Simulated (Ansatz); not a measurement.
**Ionic part of the dielectric constant of MgO, mode by mode**

Computed with DFT PBE, scalar-relativistic, plane waves, PAW in Ansatz. Settings: 420 eV plane-wave cutoff, Γ-centred 10×10×10 mesh, fixed occupations. No spin polarisation. Phonons by linear response, acoustic sum rule imposed.

Symmetry: Fm-3m, No. 225, cubic system. The conventional cell has a = 4.254 Å, b = 4.254 Å, c = 4.254 Å, α = 90.00°, β = 90.00°, γ = 90.00°. Mg (site symmetry m-3m) is surrounded by 6 O at 2.13 Å. O (site symmetry m-3m) is surrounded by 6 Mg at 2.13 Å.

The primitive cell has V = 19.24 Å³ and ε∞,yy = 3.240. Each polar mode adds Δε = (4.92064×10⁷/V)·S/ν² along y, with S its oscillator strength in e²/amu, ν in cm⁻¹ and V in Å³.

Q: From these modes, find each Δε and ε0,yy.
| ν (cm⁻¹) | S_yy (e²/amu) |
| --- | --- |
| 364.7 | 0.4139 |

A:
```
ν (cm⁻¹)    Δε
   364.7  7.96
```

The sum is 7.958, so ε0,yy = 11.20; the run's tensor has 11.20.

Q: Where do the longitudinal modes lie for a wave vector along y?

A: At 678 cm⁻¹. The Lyddane–Sachs–Teller product Π(ν_LO/ν_TO)² = 3.46 matches ε0/ε∞ = 3.46.

Cost: 1 run of about 0.095 core-minutes, on Intel Xeon 6975P-C (Granite Rapids) (shared hosts).

Lattice polarisation dominates the static response of MgO: the single polar mode along y supplies 7.96 of the total 11.20. The electronic part is small because the filled O 2p states lie well below the empty conduction states, whereas the rigid counter-motion of the Mg and O sublattices carries a large dipole. With the reduced mass of the pair, the oscillator strength implies Born charges close to the formal ionic values, as expected for a strongly ionic oxide with little dynamic charge transfer. The same dipole creates the macroscopic field that lifts the longitudinal mode to 678 cm⁻¹.

The static constant is higher than experiment and the transverse frequency lower. The likely cause is PBE's overexpanded lattice, which weakens the short-range restoring force; the inverse-square dependence on frequency then amplifies this softening in the ionic term. The Lyddane–Sachs–Teller agreement doesn't argue against this, since the relation follows from the same harmonic quantities and tests internal consistency, not the accuracy of the force constants.
